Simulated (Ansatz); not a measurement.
Runs of Ansatz 0.2.0 on TiO2. It takes space group P4_2/mnm (No. 136, tetragonal). The conventional cell has a = 4.600 Å, b = 4.600 Å, c = 2.959 Å, α = 90.00°, β = 90.00°, γ = 90.00°. Ti (site symmetry mmm) is surrounded by 6 O at 1.95 to 1.98 Å. O (site symmetry m2m) is surrounded by 3 Ti at 1.95 to 1.98 Å. The cell is a database's computed one.

| task | level | potentials or basis | U | cell | cutoff (eV) | points for each segment of the path | hubbard projectors | double counting | gap on the mesh (eV) | pressure (GPa) | V0 of scaled cells (Å³/atom) | B0 (GPa) | largest force (eV/Å) |
| --- | --- | --- | --- | --- | --- | --- | --- | --- | --- | --- | --- | --- | --- |
| band structure | r2SCAN+U | Ansatz PAW | Ti d U = 6 eV | as given | 500 | 14 | ortho-atomic (the default) | fll (the default) | 2.98 | 5.0 | - | - | 0.05 |
| equation of state | PBE+D4 | Ansatz PAW | - | as given | 420 | - | - | - | - | - | 10.44 | 234 | - |
| relaxation of cell and atoms | revPBE | Ansatz PAW | - | relaxed | 420 | - | - | - | 1.87 | 0.0 | - | - | - |
| equation of state | PBE | Ansatz PAW large core | - | as given | 420 | - | - | - | - | - | (a) | (b) | - |
| single point | PBE | Ansatz PAW | - | as given | 300 | - | - | - | 1.82 | 2.3 | - | - | 0.06 |

Alike in all rows: no spin polarisation; k mesh 6 × 6 × 9; smearing fermi-dirac 0.05 eV.

Estimate the missing entries.

(a) 10.62; (b) 228.

Caveats: the PAW data sets come from PBE, with cores solved anew for the run's functional, which leaves a small shift of forces and pressure (some runs); the cell was scaled at fixed shape and fractional positions, which overstates the stiffness of a crystal with free parameters, most of all of layers and chains (some runs); odd divisions of the mesh miss points on the zone boundary, where band edges often lie, so the gap on the mesh can be too wide (some runs); the plane-wave basis is chosen anew once the cell has moved, so the energies of steps on either side of that aren't comparable (some runs); this set keeps more shells in the core, which shifts pressures and gaps (some runs); the pressure holds a Pulay correction of +34.1 GPa for the finite cutoff (some runs); the cutoff lies under the one recommended for these potentials (some runs).

A k mesh can miss the band edges.
